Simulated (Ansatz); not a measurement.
Below is a relaxed structure of Sn2Ge3. The cell was found from a structure generator's guess, not taken from experiment.

Level of theory: Ansatz, DFT PBE, scalar-relativistic, plane waves, PAW. Cutoff 420 eV, Γ-centred mesh, Gaussian smearing, no spin polarisation.

```
Sn Ge
1.0
     4.82773    0.00000    0.00000
    -2.41387    4.18094    0.00000
     0.00000    0.00000    8.57310
Sn Ge
2 3
Direct
  0.00000 0.00000 0.68864
  0.00000 0.00000 0.31136
  0.33333 0.66667 0.00000
  0.66667 0.33333 0.00000
  0.00000 0.00000 0.00000
```

Formation energies are uncorrected and refer to the elements' standard structures at the same level. The references include grey tin.

(1) Find its symmetry and describe it.

(2) What is its formation energy per atom?

(3) Is it a metal?

Results:

(1) P6/mmm (No. 191). Conventional cell: a = 4.828 Å, c = 8.573 Å. Around Sn lies 1 Ge at 2.67 Å; Ge on a site of symmetry -6m2 has 6 Ge at 2.79 Å; Ge on a site of symmetry 6/mmm has 2 Sn at 2.67 Å and 6 Ge at 2.79 Å.

(2) +0.70 eV/atom. It can't be a ground state, since the elements alone are lower.

(3) Yes, bands cross the Fermi level on the 12×12×6 mesh.

The last run used a 12×12×6 mesh (in the run's order of axes) for its 5-atom cell and Gaussian smearing of 0.10 eV. Symmetry constrained the relaxation, so the result can be a saddle point. Another cell of Sn2Ge3 relaxed alike, in Fmmm, lies 0.47 eV/atom lower, so this cell isn't the stable form at this level.
